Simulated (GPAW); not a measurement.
Write an ASE script for GPAW 26.7.0 that does the following.

```
Task                : phonons
Functional          : PBE
Potentials or basis : GPAW PAW data sets (gpaw-data 1.2.1)
Cutoff              : 680 eV
Basis               : pw
k mesh              : 7 × 7 × 7
Occupations         : fermi-dirac, width 0.05 eV
Spin                : no spin polarisation
Maxiter             : 150
Convergence         : density=1e-06 eigenstates=1e-09
Supercell           : 1 × 1 × 1
Supercell k mesh    : 7 × 7 × 7
Displacement        : 0.01
Relaxed first       : cell
Ecut relax          : 800
```

The structure of CO2 lies in POSCAR:

```
CO2
1.0
   -1.9747270000      1.9747270000      3.0140580000
    1.9747270000     -1.9747270000      3.0140580000
    1.9747270000      1.9747270000     -3.0140580000
O C
4 2
Direct
    0.8750000000      0.9597980000      0.5847980000
    0.3750000000      0.2902020000      0.4152020000
    0.0402020000      0.6250000000      0.9152020000
    0.7097980000      0.1250000000      0.0847980000
    0.0000000000      0.0000000000      0.0000000000
    0.7500000000      0.2500000000      0.5000000000
```

The cell comes from a database or a generator and needn't be the stable form of this composition.

One way to write it, as run:

run.py

```python
import json
import numpy as np
from ase import Atoms
from ase.constraints import FixSymmetry
from ase.filters import FrechetCellFilter
from ase.io import read, write
from ase.optimize import BFGS
from phonopy import Phonopy
from phonopy.structure.atoms import PhonopyAtoms
from gpaw import GPAW, PW

atoms = read('POSCAR')

calc = GPAW(mode=PW(800),
            xc='PBE',
            kpts={'size': (7, 7, 7), 'gamma': True},
            occupations={'name': 'fermi-dirac', 'width': 0.05},
            nbands=30,
            convergence={'density': 1e-06, 'eigenstates': 1e-09},
            maxiter=150,
            txt='gpaw.txt')
atoms.calc = calc
atoms.set_constraint(FixSymmetry(atoms))
BFGS(FrechetCellFilter(atoms), trajectory='relax.traj', logfile='-').run(fmax=0.005, steps=40)
atoms.set_constraint()
energy = atoms.get_potential_energy()
forces = atoms.get_forces()
stress = atoms.get_stress()
calc.write('gs.gpw')
write('result.traj', atoms)
print('Cell:', atoms.cell.cellpar().round(4))
print(atoms.get_scaled_positions().round(5))

def force_constants(scale):
    unit = PhonopyAtoms(symbols=atoms.get_chemical_symbols(), cell=atoms.cell[:] * scale**(1 / 3),
                        scaled_positions=atoms.get_scaled_positions())
    ph = Phonopy(unit, supercell_matrix=np.diag([1, 1, 1]), primitive_matrix=np.eye(3), symprec=1e-4)
    ph.generate_displacements(distance=0.01)
    forces = []
    for i, sc in enumerate(ph.supercells_with_displacements):
        a = Atoms(sc.symbols, cell=sc.cell, scaled_positions=sc.scaled_positions, pbc=True)
        c = GPAW(mode=PW(680),
                 xc='PBE',
                 kpts={'size': (7, 7, 7), 'gamma': True},
                 occupations={'name': 'fermi-dirac', 'width': 0.05},
                 nbands=30,
                 convergence={'density': 1e-06, 'eigenstates': 1e-09},
                 maxiter=150,
                 txt=f'disp-{scale:.3f}-{i:02d}.txt')
        a.calc = c
        f = a.get_forces()
        forces.append(f - f.mean(axis=0))
        print(f'displacement {i}: drift', f.mean(axis=0).round(5), flush=True)
    ph.forces = forces
    ph.produce_force_constants()
    ph.symmetrize_force_constants()
    return ph

qpoints = [[0.0, 0.0, 0.0]]
results = {}
for scale in [1.0]:
    ph = force_constants(scale)
    ph.run_qpoints(qpoints)
    nu = ph.qpoints.frequencies * 33.35641  # THz to cm^-1
    results[f'{scale:.3f}'] = nu.tolist()
    for qp, f in zip(qpoints, nu):
        print(scale, np.round(qp, 4), f.round(2))
json.dump(results, open('phonons.json', 'w'))
```

Potentials or basis: GPAW PAW data sets (gpaw-data 1.2.1), pw.

Command:

```console
$ OMP_NUM_THREADS=1 python run.py
```

Results of the run:

- Relaxed volume: 7.83 Å³/atom
- Relaxed cell: a = 4.099 Å, b = 4.099 Å, c = 4.099 Å, α = 122.18°, β = 122.18°, γ = 86.26°
- Space group after relaxing (to 0.05 Å): I-42d (No. 122)
- Pressure after relaxing: 0.0 GPa
- Band gap on the k mesh: 7.70 eV, indirect (least direct gap 8.11 eV)
- Highest phonon frequency at Γ, LO-TO splitting left out: 1068 cm⁻¹

Caveat: the cutoff is short for stress and forces, so pressures can be off by a GPa or more; the LO-TO splitting is left out; an odd mesh through Γ misses points on the zone boundary, where band edges often lie.

Wall time 36 min on 1 thread of Intel(R) Xeon(R) Platinum 8259CL CPU @ 2.50GHz (Skylake/Cascade Lake), with other jobs on the host, peak memory 1.3 GiB.
